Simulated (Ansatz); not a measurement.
Here is an Ansatz 0.2.0 calculation.

The input input.yaml:

```yaml
crystal:
  lattice: { a: 6.29294, b: 6.29294, c: 6.29294, alpha: 90.0, beta: 90.0, gamma: 90.0 }
  space_group: 225
  reduce_to_primitive: true
  atoms:
    - { symbol: K, wyckoff: "4a", position: [0.0, 0.0, 0.0] }
    - { symbol: Cl, wyckoff: "4b", position: [0.5, 0.0, 0.0] }
hamiltonian:
  xc: cam_b3lyp
  pseudopotentials: { kind: paw, core: small }
  dispersion: d3bj
kpoints:
  mp_grid: { grid: [5, 5, 5] }
scf:
  occupations: { method: gaussian, width: 0.15 }
output:
  forces: true
  stress: true
  eigenvalues: true
  write_density: true
  write_potential: true
  elf: true
  volumetric_format: npy
```

Potentials or basis: Ansatz PAW.

Launch:

```bash
$ ansatz run input.yaml --threads 1 --pin off --max-ram 2560MiB --backend cpu --events-out ev --progress --plain --runs-dir out
```

(1) What does it give for the band gap on the k mesh?

(2) What does it give for the pressure?

Answers

(1) 9.38 eV, direct.

(2) -1.2 GPa.

Caveat: odd divisions of the mesh miss points on the zone boundary, where band edges often lie, so the gap on the mesh can be too wide; the PAW data sets come from PBE, with cores solved anew for the run's functional, which leaves a small shift of forces and pressure; the thresholds are loose for stress.

**What was measured.**

A printed reference work, monograph reports, for a bulk crystal of KCl: band gap 8.68 eV.

A measured gap of KCl is 8.68 eV (a printed reference work, monograph); the calculated 9.38 eV misses it by +0.70 eV. The value is that of CAM-B3LYP+D3(BJ), without temperature or zero-point motion.
